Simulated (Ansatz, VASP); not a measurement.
Two plane-wave programs on P

```xyz
2
Lattice="3.2541 0.0000 0.0000 -1.6270 2.8181 0.0000 0.0000 0.0000 28.0000" Properties=species:S:1:pos:R:3 pbc="T T T"
P     0.0000    1.8787   14.6226
P     1.6270    0.9394   13.3774
```

Alike in both runs: functional PBE; dispersion D3(BJ); k mesh 9 × 9 × 1; occupations gaussian, width 0.02 eV; no spin polarisation.

Ansatz relaxed the structure, and its values are those at the end. VASP's run is a single point on that final structure, the one shown.

```csv
,VASP,Ansatz
version,VASP 6.6.1,Ansatz 0.2.0
potentials or method,"VASP PAW PBE potentials, release 64 (P)","scalar-relativistic, plane waves, PAW"
plane-wave cutoff (eV),520,420
valence electrons in the cell,10,10
```

```tsv
	VASP	Ansatz	Ansatz less VASP
gap on the k mesh at the Fermi level (eV)	2.00	1.99	-0.004
least direct gap on the mesh (eV)	2.27	2.23	-0.046
rms of the force components (eV/Å)	0.053	0.000	-0.0525
```

A hybrid or GW would open this gap; PBE tends to underestimate it.
